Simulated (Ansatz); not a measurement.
The system is Os.

```
Os
1.0
     2.73410    0.00000    0.00000
    -1.36705    2.36780    0.00000
     0.00000    0.00000    4.31970
Os
2
Direct
  0.66667 0.33333 0.75000
  0.33333 0.66667 0.25000
```

Base run:

* Program: Ansatz 0.2.0
* Functional: LDA
* Potentials or basis: Ansatz PAW
* Cutoff: 420 eV (not typed: the program's choice for these potentials)
* k mesh: 11 × 11 × 6
* Occupations: fermi-dirac, width 0.05 eV
* Spin: no spin polarisation

Its results: band gap on the k mesh none (metal or under the smearing width); pressure -8.6 GPa.

After a change of settings the same cell gave: band gap on the k mesh none (metal or under the smearing width); pressure -2.7 GPa. Which change was it?
A. functional from LDA to PBEsol
B. functional from LDA to m-r2SCAN; cutoff from 420 eV (not typed: the program's choice for these potentials) to 500 eV (not typed: the program's choice for these potentials)
C. functional from LDA to revPBE

A.

PBEsol binds less tightly than LDA, so the same cell stands under more pressure.

Caveats: spin-orbit coupling is left out, which moves the levels of the heavy elements; the PAW data sets come from PBE, with cores solved anew for the run's functional, which leaves a small shift of forces and pressure.

Runs at the PBE level aren't shown here.
